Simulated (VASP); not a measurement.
Here is the system:

```
CELL_PARAMETERS angstrom
      0.00000     3.03240     3.03240
      3.03240     0.00000     3.03240
      3.03240     3.03240     0.00000
ATOMIC_POSITIONS crystal
  Zn 0.00000 0.00000 0.00000
  Te 0.25000 0.25000 0.25000
```

Computed with PBEsol GGA, VASP's PBE PAW potentials (set 64) (plane waves; VASP 6.6.1). Run with 400 eV cut-off, Gaussian smearing of 0.050 eV, potentials Zn Te.

Unless said otherwise, spin-orbit coupling is left out, though it shifts the bands of the heavy elements here.

Q: What does the run give for the band gap (along the path) with the smallest direct gap where there is one?

A: 
```yaml
band gap (along the path): 1.24 eV
smallest direct gap (along the path): 1.24 eV
```

The absolute energy has meaning only against runs of the same code, potentials and settings.

The compound is ZnTe in the zinc blende structure. It was relaxed first.
